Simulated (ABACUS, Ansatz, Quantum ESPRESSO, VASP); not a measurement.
Equation of state of FeAl under PBE

The structure is cubic, space group Pm-3m (No. 221). Conventional cell: a = 2.910 Å, b = 2.910 Å, c = 2.910 Å, α = 90.00°, β = 90.00°, γ = 90.00°. Fe (site symmetry m-3m) has 8 Al at 2.52 Å as nearest neighbours. Al (site symmetry m-3m) has 8 Fe at 2.52 Å as nearest neighbours.

The cell was scaled at fixed shape and fractions and run with Ansatz, Ansatz PAW, cutoff 420 eV; PBE, k mesh 9 × 9 × 9 on the cell of 2 atoms, fermi-dirac occupations of 0.05 eV, collinear spin, ferromagnetic start, no spin-orbit coupling. Energies are those that the program minimises, any entropy of the smearing included. For a metal such a mesh isn't converged to the digits shown. The magnetic state is the one that the start led to, which needn't be the lowest.

| V (Å³/atom) | energy over the lowest row (meV/atom) |
| --- | --- |
| 11.5818 | 3.82 |
| 11.8282 | 0.00 |
| 12.0747 | 1.89 |
| 12.3211 | 8.91 |
| 12.5675 | 20.52 |
| 12.8139 | ? |
| 13.0604 | 55.64 |

Problem. Fit the third-order Birch-Murnaghan form, give V0, B0 and B′, and predict the energy left open.

Solution. With y = (V0/V)^(2/3), E = E0 + (9 V0 B0/16) [(y - 1)³ B′ + (y - 1)² (6 - 4y)]. Least squares through the rows shown give V0 = 11.8656 Å³/atom, E0 = -0.07 meV, B0 = 175.9 GPa (1 eV/Å³ = 160.218 GPa) and B′ = 4.32, with a largest miss of 0.01 meV. At V = 12.8139 the form with these constants gives 36.23 meV; the run gave 36.24 meV an atom. Other set-ups at this level, from all their volumes (Å³/atom, GPa): ABACUS, PseudoDojo NC SR 0.4.1 PBE standard, plane waves: V0 11.863, B0 177; Quantum ESPRESSO, SSSP 1.3 efficiency PBE: V0 11.894, B0 176; VASP, PBE PAW files Al, Fe, 520 eV: V0 11.863, B0 176.2.
